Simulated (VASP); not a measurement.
Crystal: AgCl (Chlorargyrite).

```
Ag Cl
1.0
     0.00000    2.72249    2.72249
     2.72249    0.00000    2.72249
     2.72249    2.72249    0.00000
Ag Cl
1 1
Direct
  0.00000 0.00000 0.00000
  0.50000 0.50000 0.50000
```

Base run:

```yaml
Program: VASP 6.6.1
Functional: PBE
Potentials_or_basis: VASP PAW PBE potentials, release 64 (Ag, Cl)
Cutoff: 520 eV
k_mesh: 8 × 8 × 8
Occupations: gaussian, width 0.03 eV
Spin: no spin polarisation
```

Its results: band gap on the k mesh 0.90 eV, indirect (least direct gap 3.37 eV); pressure 4.6 GPa.

Q: The run is repeated on the same cell with these changes: functional from PBE to r2SCAN; further incar settings from ALGO = Fast; EDIFF = 1e-06; NBANDS = 16 to ALGO = Normal; EDIFF = 1e-06; NBANDS = 16. What comes out?

A: Band gap on the k mesh 1.43 eV, indirect (least direct gap 3.91 eV); pressure 3.1 GPa.

Caveats: the PAW data sets were made with another functional, which shifts forces and pressure a little (some runs).
